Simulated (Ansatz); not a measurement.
A run of Ansatz 0.2.0 is set up as follows.

Contents of input.yaml:

```yaml
crystal:
  lattice:
    - [0.0, 2.96575, 2.96575]
    - [2.96575, 0.0, 2.96575]
    - [2.96575, 2.96575, 0.0]
  atoms:
    - { symbol: Pb, position: [0.0, 0.0, 0.0] }
    - { symbol: S, position: [0.5, 0.5, 0.5] }
hamiltonian:
  xc: pbe
  pseudopotentials: { kind: paw }
kpoints:
  mp_grid: { grid: [8, 8, 8] }
scf:
  occupations: { method: gaussian, width: 0.011 }
output:
  forces: true
  stress: true
  eigenvalues: true
```

Potentials or basis: Ansatz PAW.

Run with:

```bash
$ ansatz run input.yaml --threads 2 --pin off --max-ram 5632MiB --backend cpu --events-out ev --progress --plain --runs-dir out
```

(1) Estimate the band gap on the k mesh.

(2) Estimate the pressure.

## Answers

(1) 0.36 eV, direct.

(2) 2.2 GPa.

Caveat: spin-orbit coupling is left out, which as a rule narrows the gap of such compounds by several tenths of an eV.
